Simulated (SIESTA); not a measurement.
**PbSe (Clausthalite) under changes of volume**

One of the cells (29.244 Å³/atom); the others are scaled copies at fixed shape and fractional positions:

```
Pb Se
1.0
     0.00000    3.08092    3.08092
     3.08092    0.00000    3.08092
     3.08092    3.08092    0.00000
Pb Se
1 1
Direct
  0.00000 0.00000 0.00000
  0.50000 0.50000 0.50000
```

| Quantity | Value |
| --- | --- |
| Program | SIESTA 5.4.2 |
| Functional | PBE |
| Potentials or basis | PseudoDojo 0.4 standard (PBE files) |
| Basis | DZP (energy shift 0.002 Ry) |
| Grid cutoff | 500 Ry |
| Energy shift | 0.002 Ry |
| k mesh | 8 × 8 × 8 |
| Occupations | fermi-dirac, width 0.05 eV |
| Spin | no spin polarisation |

| volume (Å³/atom) | energy over the lowest point (meV/atom) | pressure (GPa) | gap on the mesh (eV) |
| --- | --- | --- | --- |
| 26.951 | 92.16 | 8.5 | 0.19 |
| 27.524 | 64.72 | 6.9 | 0.26 |
| 28.097 | 42.47 | 5.5 | 0.33 |
| 29.244 | 12.65 | 3.0 | 0.45 |
| 29.818 | ? | ? | ? |
| 30.391 | 0.00 | 0.9 | 0.56 |

Q: What does the run at 29.818 Å³/atom give?

A: Energy over the lowest point 4.98 meV/atom; pressure 1.9 GPa; gap on the mesh 0.50 eV.

Worked out: A Birch-Murnaghan fit of order 3 (a polynomial in V^(-2/3)) to the other rows has its minimum at 30.77 Å³/atom, just outside them, with B0 = V·E''(V) = 53 GPa and B' = 2.8. It gives 4.31 meV/atom at 29.818 Å³/atom, against the run's 4.98, and -dE/dV = 1.8 GPa, against 1.9. A straight line through the other rows of the gap, of slope 3.07 eV per unit of ln V (its deformation potential), gives 0.51 eV, against the run's 0.50.

Energies are extrapolated to zero smearing.

Caveats: semicore shells carry a single zeta, which can move pressures by several GPa and volumes by a few percent; spin-orbit coupling is left out, which as a rule narrows the gap of such compounds by several tenths of an eV; the basis of atomic orbitals isn't converged, which shifts pressures, moduli and gaps.

A mesh can miss the band edges.
